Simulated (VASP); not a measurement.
Set up this calculation in VASP 6.6.1, as the native input.

```yaml
Task: band structure
Functional: PBE
Potentials_or_basis: VASP PAW PBE potentials, release 64 (W_sv, S)
Cutoff: 520 eV
k_mesh: 12 × 12 × 4
Occupations: gaussian, width 0.02 eV
Spin: no spin polarisation
Further_INCAR_settings: ALGO = Normal; EDIFF = 1e-06; NBANDS = 35
```

The structure of WS2 lies in POSCAR:

```
WS2
1.0
    3.1800000000      0.0000000000      0.0000000000
   -1.5900000000      2.7539607800      0.0000000000
    0.0000000000      0.0000000000     12.5000000000
W S
2 4
Direct
    0.3333333300      0.6666666700      0.2500000000
    0.6666666700      0.3333333300      0.7500000000
    0.3333333300      0.6666666700      0.6250000000
    0.6666666700      0.3333333300      0.1250000000
    0.3333333300      0.6666666700      0.8750000000
    0.6666666700      0.3333333300      0.3750000000
```

The input as run:

INCAR

```
SYSTEM = WS2
PREC = Accurate
ENCUT = 520
EDIFF = 1E-6
ISMEAR = 0
SIGMA = 0.02
LREAL = .FALSE.
LASPH = .TRUE.
NELM = 80
ALGO = Normal
ISIF = 2
LWAVE = .FALSE.
LCHARG = .FALSE.
LMAXMIX = 4
GGA = PE
NBANDS = 35
```

KPOINTS

```
regular mesh
0
G
  12 12 4
  0 0 0
```

KPOINTS_OPT

```
path GMKGALHA,LM,KH
15
line-mode
reciprocal
 0.0000000000  0.0000000000  0.0000000000  G
 0.5000000000  0.0000000000  0.0000000000  M

 0.5000000000  0.0000000000  0.0000000000  M
 0.3333333333  0.3333333333  0.0000000000  K

 0.3333333333  0.3333333333  0.0000000000  K
 0.0000000000  0.0000000000  0.0000000000  G

 0.0000000000  0.0000000000  0.0000000000  G
 0.0000000000  0.0000000000  0.5000000000  A

 0.0000000000  0.0000000000  0.5000000000  A
 0.5000000000  0.0000000000  0.5000000000  L

 0.5000000000  0.0000000000  0.5000000000  L
 0.3333333333  0.3333333333  0.5000000000  H

 0.3333333333  0.3333333333  0.5000000000  H
 0.0000000000  0.0000000000  0.5000000000  A

 0.5000000000  0.0000000000  0.5000000000  L
 0.5000000000  0.0000000000  0.0000000000  M

 0.3333333333  0.3333333333  0.0000000000  K
 0.3333333333  0.3333333333  0.5000000000  H
```

Potentials or basis: VASP PAW PBE potentials, release 64 (W_sv, S).

The run is started by

```bash
$ cat potpaw_PBE.64/W_sv/POTCAR potpaw_PBE.64/S/POTCAR > POTCAR
$ mpirun -np 1 vasp_std > vasp.out
```

It gave:

```
Pressure                : 2.2 GPa
Largest force           : 0.132 eV/Å
Band gap on the k mesh  : 1.06 eV, indirect (least direct gap 1.74 eV)
Band gap along the path : 1.06 eV, indirect (least direct gap 1.74 eV)
```

Caveat: spin-orbit coupling is left out, which moves the levels of the heavy elements; this functional lacks dispersion, which binds the layers, so the pressure and a relaxed spacing across them are unreliable.

It took 5.5 min on 1 thread of Intel(R) Xeon(R) Platinum 8259CL CPU @ 2.50GHz (Skylake/Cascade Lake) (shared host), peak memory 0.42 GiB.
